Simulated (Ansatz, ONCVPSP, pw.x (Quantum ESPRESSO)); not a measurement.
## From atom to crystal: ONCV potential for O (Z = 8)

oxygen (O), optimised norm-conserving Vanderbilt (ONCV), made with ONCVPSP 4.0.1.1 (patched build) (PBE, scalar-relativistic). Core [He], reference 2s2 2p1 (charge +3). Waves: 2s: rc 0.70 bohr, ncon 4, nbas 7, qcut 10.5 1/bohr, 2 projectors, debl 1.5 Ha; 2p: rc 1.55 bohr, ncon 4, nbas 9, qcut 11 1/bohr, 1 projector; d scattering state at 0.26 Ha: rc 1.40 bohr, ncon 3, nbas 7, qcut 8 1/bohr, 2 projectors, debl 0.8 Ha. Local part: polynomial inside 0.50 bohr (lpopt 5, dvloc0 6 Ha). Core correction: Teter function, fcfact 1.75, rcfact 1.35.

In the s channel the program set the typed energies aside and used -2.921, 0.250 Ha.

Crystal test: fcc O in pw.x 7.5, no spin, 18³ k-points, Fermi–Dirac smearing 0.01 Ry, cutoffs 135/540 Ry. The reference is all-electron LAPW (Ansatz 0.2.0) with the same functional, mesh and smearing; V0 and B0 come from Birch–Murnaghan fits to the pressures at five volumes. Errors are pseudo minus all-electron; Δ is the rms difference of the E(V) curves that follow from these fits, minima aligned, over ±6 % about the mean V0. Mesh and smearing are coarse, so the numbers serve the comparison and aren't converged zero-temperature values; the lattice is a test structure that the element need not adopt. Spin polarisation is left out.

```tsv
V (Å³/atom)	P all-electron (GPa)	P pseudo (GPa)
7.639	8.07	6.72
7.840	3.82	2.65
8.041	0.14	-0.88
8.242	-3.03	-3.92
8.443	-5.77	-6.54
```

All-electron: a0 = 3.181 Å (V0 = 8.05 Å³/atom), B0 = 135.7 GPa.

Pseudopotential: mean pressure error (GPa): -1.04; a0 (Å): 3.173; a0 error (%): -0.26; B0 error (%): -0.5; Δ (meV/atom): 1.8.

Question: At the middle volume, how do free energy and pressure move when the wave cutoff is lowered (ecutrho kept at four times it)?

Answer:

```
cutoff (Ry)  shift of F (meV/atom)  shift of P (GPa)
         61                 +764.0            -58.94
         81                 +114.2            -11.59
        108                   +6.9             -1.13
```

The run at the middle volume (195 k-points, 9 iterations) took about 21 s on one core of a shared host (Neoverse-V2, 96 threads, 371 GiB, load 43).
